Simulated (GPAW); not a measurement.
Crystal: Br.

```
CELL_PARAMETERS angstrom
3.36325 -2.32255 0.00000
3.36325 2.32255 0.00000
0.00000 0.00000 8.70230
ATOMIC_POSITIONS crystal
Br 0.36510 0.63490 0.39010
Br 0.13490 0.86510 0.89010
Br 0.63490 0.36510 0.60990
Br 0.86510 0.13490 0.10990
```

Base run:

```yaml
Program: GPAW 26.7.0
Functional: PBEsol
Potentials_or_basis: PAW data sets generated in the run's folder for this functional
Cutoff: 600 eV
Basis: pw
k_mesh: 6 × 6 × 3
Occupations: fermi-dirac, width 0.05 eV
Spin: no spin polarisation
```

Its results: band gap on the k mesh 1.83 eV, indirect (least direct gap 1.84 eV); pressure 0.4 GPa; largest force 0.887 eV/Å.

Q: The run is repeated on the same cell with these changes: functional from PBEsol to r2SCAN; potentials or basis from PAW data sets generated in the run's folder for this functional to GPAW PAW data sets (gpaw-data 1.2.1). What comes out?

A: Band gap on the k mesh 2.21 eV, indirect (least direct gap 2.23 eV); pressure 0.9 GPa; largest force 0.716 eV/Å.

Caveats: the PAW data sets were made with another functional, which shifts forces and pressure a little (some runs).

A k mesh can miss the band edges.
